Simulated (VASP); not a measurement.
# Cu in VASP: work function with PBE

Aim: the work function of Cu with PBE.

All numbers are computed with VASP 6.6.1; they aren't measurements. Logs are shortened: lines on timing, memory, paths and dates and some standing lists are left out, and cuts for length are marked.

## (1) The cell of the first run

The cell holds a slab with vacuum, 5 atoms: a = 2.531 Å, b = 2.531 Å, c = 23.262 Å, α = 90.00°, β = 90.00°, γ = 120.00°.

The slab is cut from a database's or a generator's crystal, which needn't be the stable form of the element.

## (2) Work function, PBE (the (0 0 1) slab of Cu, cut from the database cell, not relaxed)

Input file INCAR:

```
SYSTEM = Cu
ALGO     = Fast           ! electronic algorithm
DIPOL    = 0.5 0.5 0.500
EDIFF    = 1E-6           ! SCF threshold, eV
ENCUT    = 520            ! plane-wave cutoff, eV
GGA      = PE             ! functional
IDIPOL   = 3            
ISIF     = 2              ! what is computed and relaxed
ISMEAR   = 0              ! smearing method
LASPH    = .TRUE.         ! aspherical terms in the spheres
LCHARG   = .TRUE.         ! write CHGCAR
LDIPOL   = .TRUE.       
LELF     = .TRUE.         ! ELF
LREAL    = .FALSE.        ! projectors in reciprocal space
LVACPOTAV= .TRUE.       
LVHAR    = .TRUE.       
LWAVE    = .FALSE.        ! write WAVECAR
NELM     = 80             ! most SCF steps
PREC     = Accurate       ! precision mode
SIGMA    = 0.05           ! smearing width, eV
```

Input file KPOINTS:

```
k-points
0
G
  12 12 1
  0 0 0
```

Input file POSCAR:

```
Cu
1.0
    2.5307640267      0.0000000000      0.0000000000
   -1.2653820133      2.1917059381      0.0000000000
    0.0000000000      0.0000000000     23.2618150800
Cu
5
Direct
    0.0000000000      0.0000000000      0.3224168008
    0.3333333300      0.6666666600      0.4112084004
    0.0000000000      0.0000000000      0.5000000000
    0.6666666700      0.3333333400      0.5887915996
    0.0000000000      0.0000000000      0.6775831992
```

Potentials or basis: VASP PAW PBE potentials, release 64 (Cu).

Launch:

```
$ cat potpaw_PBE.64/Cu/POTCAR > POTCAR
$ mpirun -np 1 vasp_std > vasp.out
```

OUTCAR:

```text
SYSTEM = Cu
   EDIFF = 1E-6
   ENCUT = 520
   GGA = PE
   ISIF = 2
   ISMEAR = 0
   LASPH = .TRUE.
   LREAL = .FALSE.
   NELM = 80
   PREC = Accurate

 ion  position               nearest neighbor table
   1  0.000  0.000  0.322-   2 2.53   2 2.53   2 2.53
   2  0.333  0.667  0.411-   1 2.53   3 2.53   1 2.53   3 2.53   1 2.53   3 2.53
   3  0.000  0.000  0.500-   2 2.53   4 2.53   4 2.53   2 2.53   4 2.53   2 2.53
   4  0.667  0.333  0.589-   3 2.53   5 2.53   3 2.53   5 2.53   3 2.53   5 2.53
   5  0.000  0.000  0.678-   4 2.53   4 2.53   4 2.53

  LATTYP: Found a hexagonal cell.
 ALAT       =     2.5307640267
 C/A-ratio  =     9.1916175647

  Lattice vectors:

 A1 = (   2.5307640267,   0.0000000000,   0.0000000000)
 A2 = (  -1.2653820133,   2.1917059381,   0.0000000000)
 A3 = (   0.0000000000,   0.0000000000,  23.2618150800)

Analysis of symmetry for initial positions (statically):
=====================================================================
 Subroutine PRICEL returns:
 Original cell was already a primitive cell.

 Routine SETGRP: Setting up the symmetry group for a
 hexagonal supercell.

 Subroutine GETGRP returns: Found 12 space group operations
 (whereof 12 operations were pure point group operations)
 out of a pool of 24 trial point group operations.

The static configuration has the point symmetry D_3d.

Analysis of symmetry for dynamics (positions and initial velocities):
=====================================================================
 Subroutine PRICEL returns:
 Original cell was already a primitive cell.

 Routine SETGRP: Setting up the symmetry group for a
 hexagonal supercell.

 Subroutine GETGRP returns: Found 12 space group operations
 (whereof 12 operations were pure point group operations)
 out of a pool of 24 trial point group operations.

The dynamic configuration has the point symmetry D_3d.

 Subroutine INISYM returns: Found 12 space group operations
 (whereof 12 operations are pure point group operations),
 and found     1 'primitive' translations

----------------------------------------------------------------------------------------

                                     Primitive cell

  volume of cell :     129.0261

  direct lattice vectors                    reciprocal lattice vectors
     2.530764027  0.000000000  0.000000000     0.395137591  0.228132794  0.000000000
    -1.265382013  2.191705938  0.000000000     0.000000000  0.456265589  0.000000000
     0.000000000  0.000000000 23.261815080     0.000000000  0.000000000  0.042988907

  length of vectors
     2.530764027  2.530764027 23.261815080     0.456265589  0.456265589  0.042988907

  position of ions in fractional coordinates (direct lattice)
     0.000000000  0.000000000  0.322416801
     0.333333330  0.666666660  0.411208400
     0.000000000  0.000000000  0.500000000
     0.666666670  0.333333340  0.588791600
     0.000000000  0.000000000  0.677583199

  ion indices of the primitive-cell ions
   primitive index   ion index
                 1           1
                 2           2
                 3           3
                 4           4
                 5           5

----------------------------------------------------------------------------------------

 KPOINTS: k-points

Automatic generation of k-mesh.
 Grid dimensions read from file:
 generate k-points for:   12   12    1

 Generating k-lattice:

  Cartesian coordinates                     Fractional coordinates (reciprocal lattice)
     0.032928133  0.019011066  0.000000000     0.083333333  0.000000000  0.000000000
     0.000000000  0.038022132  0.000000000     0.000000000  0.083333333  0.000000000
     0.000000000  0.000000000  0.042988907     0.000000000  0.000000000  1.000000000

  Length of vectors
     0.038022132  0.038022132  0.042988907

  Shift w.r.t. Gamma in fractional coordinates (k-lattice)
     0.000000000  0.000000000  0.000000000

 Subroutine IBZKPT returns following result:
 ===========================================

 Found     19 irreducible k-points:

 Following reciprocal coordinates:
            Coordinates               Weight
  0.000000  0.000000  0.000000      1.000000
  0.083333  0.000000  0.000000      6.000000
  0.166667 -0.000000  0.000000      6.000000
  0.250000  0.000000  0.000000      6.000000
  0.333333  0.000000  0.000000      6.000000
  0.416667  0.000000  0.000000      6.000000
[... 11 lines left out ...]
  0.333333  0.250000  0.000000     12.000000
  0.333333  0.333333  0.000000      2.000000
   k-points           NKPTS =     19   k-points in BZ     NKDIM =     19   number of bands    NBANDS=     33
   number of dos      NEDOS =    301   number of ions     NIONS =      5
   total plane-waves  NPLWV =  72000
   dimension x,y,z NGX =    20 NGY =   20 NGZ =  180
   dimension x,y,z NGXF=    40 NGYF=   40 NGZF=  360
   ions per type =               5
   NGX,Y,Z   is equivalent  to a cutoff of  13.14, 13.14, 12.86 a.u.
   NGXF,Y,Z  is equivalent  to a cutoff of  26.28, 26.28, 25.73 a.u.
 SYSTEM =  Cu
   PREC   = accura    normal or accurate (medium, high low for compatibility)
   ISTART =      0    job   : 0-new  1-cont  2-samecut
   ICHARG =      2    charge: 1-file 2-atom 10-const
   ISPIN  =      1    spin polarized calculation?
   LNONCOLLINEAR =      F non collinear calculations
   LSORBIT =      F    spin-orbit coupling
   LASPH  =      T    aspherical Exc in radial PAW
   ENCUT  =  520.0 eV  38.22 Ry    6.18 a.u.   4.71  4.71 43.25*2*pi/ulx,y,z
   NELM   =     80;   NELMIN=  2; NELMDL= -5     # of ELM steps
   EDIFF  = 0.1E-05   stopping-criterion for ELM
   LREAL  =      F    real-space projection
[... 7 lines left out ...]
   TEBEG  =    0.0;   TEEND  =   0.0 temperature during run
   PSTRESS=    0.0 pullay stress
   NELECT =      55.0000    total number of electrons
   NUPDOWN=      -1.0000    fix difference up-down
   EMIN   =  10.00;   EMAX   =-10.00  energy-range for DOS
   EFERMI =   0.00;   METHOD = LEGACY
   ISMEAR =     0;   SIGMA  =   0.05  broadening in eV -4-tet -1-fermi 0-gaus
   EFERMI_NEDOS =   21; number of points for ismear=-14 and -15
   IALGO  =     68    algorithm
   IMIX   =      4    mixing-type and parameters
     AMIX     =   0.40;   BMIX     =  1.00
     AMIX_MAG =   1.60;   BMIX_MAG =  1.00
  volume/ion in A,a.u.               =      25.81       174.14
  Fermi-wavevector in a.u.,A,eV,Ry     =   1.232073  2.328281 20.653707  1.518005
  Thomas-Fermi vector in A             =   2.366858
   LORBIT       =      0    0 simple, 1 ext, 2 COOP (PROOUT), +10 PAW based schemes
   GGA     = PE    functional components
   LHFCALC =     F    Hartree Fock is set to
   AEXX    =    0.0000 exact exchange contribution
   IVDW    =     0    specifies the selected vdW correction
   LEPSILON=     F    determine dielectric tensor
   LRPA    =     F    only Hartree local field effects (RPA)
 non-spin polarized calculation
 RMM-DIIS sequential band-by-band and
 Gauss-broadening in eV      SIGMA  =   0.05
  energy-cutoff  :      520.00
  volume of cell :      129.03
 maximum number of plane-waves:      3507
 NGX is ok and might be reduce to    20
   NGX =  9   NGY =  9   NGZ = 87

 number of electron      54.9999997 magnetization

 dipolmoment           0.000000      0.000000     -0.000000 electrons x Angstroem

 Free energy of the ion-electron system (eV)
  ---------------------------------------------------
  ext. energy  EPLUGINS =         0.00000000
  ---------------------------------------------------
  free energy    TOTEN  =       -17.65606805 eV

  energy without entropy =      -17.65325499  energy(sigma->0) =      -17.65466152

 E-fermi :   0.9373     XC(G=0):  -6.5228

 val. band max:        0.8839200416   @ k =   0.1667   0.1667   0.0000
 cond. band min:       0.9677527261   @ k =   0.2500   0.0833   0.0000
 fundamental gap:      0.0838326845
 Fermi energy:         0.9372646415

 k-point     1 :       0.0000    0.0000    0.0000
  band No.  band energies     occupation
      1      -8.2459      2.00000
      2      -7.3797      2.00000
      3      -6.0229      2.00000
      4      -4.7675      2.00000
      5      -4.2640      2.00000
      6      -2.2133      2.00000
[... 25 lines left out ...]
     32       5.0743      0.00000
     33       5.5040      0.00000

 k-point     2 :       0.0833    0.0000    0.0000
  band No.  band energies     occupation
      1      -8.0187      2.00000
      2      -7.1593      2.00000
      3      -5.8153      2.00000
      4      -4.5802      2.00000
      5      -4.1133      2.00000
      6      -2.2873      2.00000
[... 25 lines left out ...]
     32       5.2590      0.00000
     33       5.7188      0.00000

 k-point     3 :       0.1667   -0.0000    0.0000
  band No.  band energies     occupation
      1      -7.3550      2.00000
      2      -6.5228      2.00000
      3      -5.2342      2.00000
      4      -4.0795      2.00000
      5      -3.7236      2.00000
      6      -2.5555      2.00000
[... 25 lines left out ...]
     32       5.8042      0.00000
     33       6.3636      0.00000

 k-point     4 :       0.2500    0.0000    0.0000
  band No.  band energies     occupation
      1      -6.3246      2.00000
      2      -5.5717      2.00000
      3      -4.4673      2.00000
      4      -3.5564      2.00000
      5      -3.3439      2.00000
      6      -2.8608      2.00000
[... 493 lines left out ...]
     32       8.0362      0.00000
     33       8.5952      0.00000

 k-point    18 :       0.3333    0.2500    0.0000
  band No.  band energies     occupation
      1      -3.3739      2.00000
      2      -3.3337      2.00000
      3      -3.1587      2.00000
      4      -3.1445      2.00000
      5      -3.0583      2.00000
      6      -2.9191      2.00000
[... 25 lines left out ...]
     32       7.1092      0.00000
     33       7.2504      0.00000

 k-point    19 :       0.3333    0.3333    0.0000
  band No.  band energies     occupation
      1      -3.1139      2.00000
      2      -3.1139      2.00000
      3      -3.1094      2.00000
      4      -3.0053      2.00000
      5      -3.0053      2.00000
      6      -2.8662      2.00000
[... 25 lines left out ...]
     32       6.1601      0.00000
     33       6.1601      0.00000

------------------------ aborting loop because EDIFF is reached ----------------------------------------

  FORCE on cell =-STRESS in cart. coord.  units (eV):
  Direction    XX          YY          ZZ          XY          YZ          ZX
  --------------------------------------------------------------------------------------
  -------------------------------------------------------------------------------------
  Total        1.3654560      1.3654560      1.3413105      0.0000000     -0.0000000     -0.0000000
  in kB       16.9555063     16.9555063     16.6556801      0.0000000     -0.0000000     -0.0000000
  external PRESSURE =      16.8555642 kB  Pullay stress =       0.0000000 kB

 VOLUME and BASIS-vectors are now :
 -----------------------------------------------------------------------------
  energy-cutoff  :      520.00
  volume of cell :      129.03
      direct lattice vectors                 reciprocal lattice vectors
     2.530764027  0.000000000  0.000000000     0.395137591  0.228132794  0.000000000
    -1.265382013  2.191705938  0.000000000     0.000000000  0.456265589  0.000000000
     0.000000000  0.000000000 23.261815080     0.000000000  0.000000000  0.042988907

 POSITION                                       TOTAL-FORCE (eV/Angst)
 -----------------------------------------------------------------------------------
      0.00000      0.00000      7.50000         0.000000      0.000000     -0.168267
      0.00000      1.46114      9.56545        -0.000000      0.000000      0.008303
      0.00000      0.00000     11.63091         0.000000      0.000000      0.000000
      1.26538      0.73057     13.69636        -0.000000     -0.000000     -0.008303
      0.00000      0.00000     15.76182         0.000000      0.000000      0.168267
 -----------------------------------------------------------------------------------
    total drift:                               -0.000000      0.000000     -0.000000

  FREE ENERGIE OF THE ION-ELECTRON SYSTEM (eV)
  ---------------------------------------------------
  free  energy   TOTEN  =       -17.6560680523 eV

  energy  without entropy=      -17.6532549865  energy(sigma->0) =      -17.65466152

 vacuum level on the upper side and lower side of the slab         5.646         5.646
```

Wall time 1.7 min (1 thread of Intel Xeon 6975P-C (Granite Rapids), shared host); peak memory 0.27 GiB.

What came out:

```yaml
Free_energy: -17.6561 eV
Largest_force: 0.168 eV/Å
Band_gap_on_the_k_mesh: none (metal or under the smearing width)
Work_function_of_the_upper_face: 4.71 eV
Work_function_of_the_lower_face: 4.71 eV
```

Forces in eV/Å, atoms in the order of the input:
```
Cu   0.000  0.000 -0.168
Cu   0.000  0.000  0.008
Cu   0.000  0.000  0.000
Cu   0.000  0.000 -0.008
Cu   0.000  0.000  0.168
```
